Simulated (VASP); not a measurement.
Crystal: KTaO3.

```
CELL_PARAMETERS angstrom
3.98830 0.00000 0.00000
0.00000 3.98830 0.00000
0.00000 0.00000 3.98830
ATOMIC_POSITIONS crystal
K 0.50000 0.50000 0.50000
Ta 0.00000 0.00000 0.00000
O 0.50000 0.00000 0.00000
O 0.00000 0.50000 0.00000
O 0.00000 0.00000 0.50000
```

Base run:

* Program: VASP 6.6.1
* Functional: PBEsol
* Potentials or basis: VASP PAW PBE potentials, release 64 (K_sv, Ta_pv, O)
* Cutoff: 600 eV
* k mesh: 6 × 6 × 6
* Occupations: fermi-dirac, width 0.02 eV
* Spin: no spin polarisation

Its results: band gap on the k mesh 2.09 eV, indirect (least direct gap 2.71 eV); pressure 0.1 GPa.

Q: The run is repeated on the same cell with these changes: functional from PBEsol to LDA; potentials or basis from VASP PAW PBE potentials, release 64 (K_sv, Ta_pv, O) to VASP PAW LDA potentials, release 64 (K_sv, Ta_pv, O); cutoff from 600 eV to 520 eV. What comes out?

A: Band gap on the k mesh 2.02 eV, indirect (least direct gap 2.65 eV); pressure -4.4 GPa.

Caveats: spin-orbit coupling is left out, which moves the levels of the heavy elements; the PAW data sets were made with another functional, which shifts forces and pressure a little (some runs).

A k mesh can miss the band edges.
